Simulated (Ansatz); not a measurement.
# WS2: the cost of one run

Method: DFT PBE+D3(BJ), scalar-relativistic, plane waves, PAW, in Ansatz 0.2.0.

16 further runs of the same task are left out: 16 set aside as unsound or not needed.

## 1. The system as given

Symmetry: R3m, No. 160, trigonal system. The conventional cell has a = 3.158 Å, b = 3.158 Å, c = 18.490 Å, α = 90.00°, β = 90.00°, γ = 120.00°. W (site symmetry 3m) has 6 S at 2.39 to 2.42 Å as nearest neighbours. S (site symmetry 3m) is surrounded by 3 W at 2.39 Å. S (site symmetry 3m) has 3 W at 2.42 Å as nearest neighbours.

As a file:

```cif
data_structure
_symmetry_space_group_name_H-M 'R3m:H'
_symmetry_Int_Tables_number 160
_cell_length_a 3.1580
_cell_length_b 3.1580
_cell_length_c 18.4900
_cell_angle_alpha 90.000
_cell_angle_beta 90.000
_cell_angle_gamma 120.000
_cell_volume 159.70
loop_
_atom_site_label
_atom_site_type_symbol
_atom_site_symmetry_multiplicity
_atom_site_Wyckoff_symbol
_atom_site_fract_x
_atom_site_fract_y
_atom_site_fract_z
_atom_site_occupancy
W1 W 3 a 0.00000 0.00000 0.00000 1
S1 S 3 a 0.66667 0.33333 0.08363 1
S2 S 3 a 0.33333 0.66667 0.24767 1
```

The structure comes from the Crystallography Open Database.

## 7. The grid

The energy is mapped over the lattice constants a and c of the conventional cell.

The axes are (1) lattice constant a (and b): 7 values from 3.062 to 3.252 Å; (2) lattice constant c: 7 values from 15.51 to 20.73 Å.

Nothing else is relaxed (fractional coordinates fixed). Energies count from the relaxed crystal. Points are written as (first, second).

(The set-up runs are not shown.)

## 8. The run at (3.189 Å, 20.73 Å)

Input file input.yaml:

```yaml
crystal:
  lattice:
    - [1.5944, 0.9205272692, 6.9092666667]
    - [-1.5944, 0.9205272692, 6.9092666667]
    - [0.0, -1.8410545384, 6.9092666667]
  atoms:
    - { symbol: W, position: [0.9993440419, 0.9993440419, 0.9993440419] }
    - { symbol: S, position: [0.7527816504, 0.7527816504, 0.7527816504] }
    - { symbol: S, position: [0.5791743077, 0.5791743077, 0.5791743077] }
basis:
  ecutwfc: 420
kpoints:
  mp_grid: { grid: [12, 12, 12] }
hamiltonian:
  xc: pbe
  pseudopotentials: { kind: paw, azcp: { folder: soft_1 } }
  dispersion: d3bj
scf:
  occupations: { method: gaussian, width: 0.05 }
output:
  forces: true
  stress: true
  eigenvalues: true
```

Started as:

```sh
$ ansatz run input.yaml --threads 1 --pin off --max-ram 2048MiB --backend cpu --events-out ev --progress --plain --runs-dir out
```

**Question.** How long does this run take on 1 thread of Arm Neoverse V1, shared host, and how much memory does it need?

About 23 s, with a peak of 0.46 GiB.
